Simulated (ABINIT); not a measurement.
Wanted: the native input for an ABINIT 10.8.3 (patched build) run.

```yaml
Task: band structure
Functional: revPBE
Potentials_or_basis: JTH PAW PBE v2.0
Cutoff: 463 eV
k_mesh: 8 × 8 × 8
Occupations: fermi-dirac, width 0.05 eV
Spin: no spin polarisation
Fine-grid_cutoff: 925.187 eV
Exchange_and_correlation_inside_the_PAW_spheres: full angular mesh (pawxcdev 0, this build's default; the released program takes 1)
```

PbSe (Clausthalite):

```
Pb Se
1.0
     0.00000    3.06065    3.06065
     3.06065    0.00000    3.06065
     3.06065    3.06065    0.00000
Pb Se
1 1
Cartesian
  0.0000 0.0000 0.0000
  3.0606 3.0606 3.0606
```

The input as run:

run.abi

```
# Datasets: ground state, then fixed potential
ndtset 2

# Pseudopotentials
pp_dirpath "./"
pseudos "Pb.GGA_PBE-JTH.xml, Se.GGA_PBE-JTH.xml"

# Structure
acell 4.3284127397 4.3284127397 4.3284127397 Angstrom
rprim
     0.0000000000     0.7071067812     0.7071067812
     0.7071067812     0.0000000000     0.7071067812
     0.7071067812     0.7071067812     0.0000000000
ntypat 2
znucl 82 34
natom 2
typat 1 2
xred
     0.0000000000     0.0000000000     0.0000000000
     0.5000000000     0.5000000000     0.5000000000

# Plane-wave basis
ecut 17.0
pawecutdg 34.0

# Exchange and correlation
ixc 14

# Bands and occupations
occopt 3
tsmear 0.05 eV

# SCF cycle
nstep 100

# Output
iomode 3
prtwf 0
prteig 0
prtebands 0
prtden1 1

# Dataset 1
kptopt1 1
ngkpt1 8 8 8
nshiftk1 1
shiftk1 0.0 0.0 0.0
nband1 14
tolvrs1 1.0e-9

# Dataset 2: bands along G-X-W-K-G-L-U-W-L-K
iscf2 -2
getden2 1
nband2 18
nbdbuf2 2
tolwfr2 1.0e-12
kptopt2 -9
ndivsm2 6
prteig2 1
prtvol2 -3
kptbounds2
     0.0000000000     0.0000000000     0.0000000000
     0.5000000000     0.0000000000     0.5000000000
     0.5000000000     0.2500000000     0.7500000000
     0.3750000000     0.3750000000     0.7500000000
     0.0000000000     0.0000000000     0.0000000000
     0.5000000000     0.5000000000     0.5000000000
     0.6250000000     0.2500000000     0.6250000000
     0.5000000000     0.2500000000     0.7500000000
     0.5000000000     0.5000000000     0.5000000000
     0.3750000000     0.3750000000     0.7500000000
```

Potentials or basis: JTH PAW PBE v2.0.

Launch:

```sh
$ abinit run.abi > log 2>&1
```

Results of the run:

The band gap on the k mesh is 0.34 eV, direct and the valence electrons inside the program's atomic spheres are Pb 11.31; Se 3.92.

Caveat: spin-orbit coupling is left out, which as a rule narrows the gap of such compounds by several tenths of an eV.

It took 65 s on 1 thread of Arm Neoverse V2 (shared host), peak memory 0.14 GiB.
